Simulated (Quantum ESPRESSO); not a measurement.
Crystal: Ba.

```
Ba
1.0
    -2.50650    2.50650    2.50650
     2.50650   -2.50650    2.50650
     2.50650    2.50650   -2.50650
Ba
1
Cartesian
  0.0000 0.0000 0.0000
```

Base run:

| Item | Value |
| --- | --- |
| Program | Quantum ESPRESSO 7.5 |
| Functional | PBE |
| Potentials or basis | PseudoDojo 0.5 SR PBE stringent |
| Cutoff | 1225 eV |
| Density cutoff | 4898 eV |
| k mesh | 6 × 6 × 6 |
| Occupations | fermi-dirac, width 0.05 eV |
| Spin | no spin polarisation |

Its results: band gap on the k mesh none (metal or under the smearing width); pressure 0.1 GPa.

Task: The run is repeated on the same cell with these changes: functional from PBE to LDA; potentials or basis from PseudoDojo 0.5 SR PBE stringent to PseudoDojo 0.4.1 SR LDA stringent; cutoff from 1225 eV to 599 eV; density cutoff from 4898 eV to 2395 eV. What comes out?

Result: Band gap on the k mesh none (metal or under the smearing width); pressure -1.2 GPa.

Caveats: the Wannier minimisation didn't converge (some runs).

Not every run made on this cell is shown here.
